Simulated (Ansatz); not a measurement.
BP:

```
P B
1.0
     0.00000    2.26900    2.26900
     2.26900    0.00000    2.26900
     2.26900    2.26900    0.00000
P B
1 1
Direct
  0.75000 0.75000 0.75000
  0.00000 0.00000 0.00000
```

| Property | Result |
| --- | --- |
| Program | Ansatz 0.2.0 |
| Task | relaxation of cell and atoms |
| Functional | PBEsol |
| Dispersion | D4 |
| Potentials or basis | Ansatz PAW |
| Cutoff | 420 eV (not typed: the program's choice for these potentials) |
| k mesh | 10 × 10 × 10 |
| Occupations | fermi-dirac, width 0.05 eV |
| Spin | no spin polarisation |

At the start: volume 11.68 Å³/atom.

Problem. Where does the relaxation end?

Solution. It ends after 5 steps and the volume is 11.36 Å³/atom (-2.8 %); space group F-43m (No. 216, to 0.05 Å).

The path:
```tsv
step	energy change (eV)	largest force (eV/Å)	volume (Å³)
1	0.0000	0.0000	23.36
2	-0.0081	0.0000	23.00
3	-0.0103	0.0000	22.70
4	-0.0103	0.0000	22.71
5	-0.0098	0.0000	22.71
```

Final structure:
```yaml
crystal:
  lattice:
    - [0.00000, 2.24775, 2.24775]
    - [2.24775, 0.00000, 2.24775]
    - [2.24775, 2.24775, 0.00000]
  atoms:
    - { symbol: P, position: [0.75000, 0.75000, 0.75000] }
    - { symbol: B, position: [0.00000, 0.00000, 0.00000] }
```

Caveat: the plane-wave basis is chosen anew once the cell has moved, so the energies of steps on either side of that aren't comparable; the PAW data sets come from PBE, with cores solved anew for the run's functional, which leaves a small shift of forces and pressure.
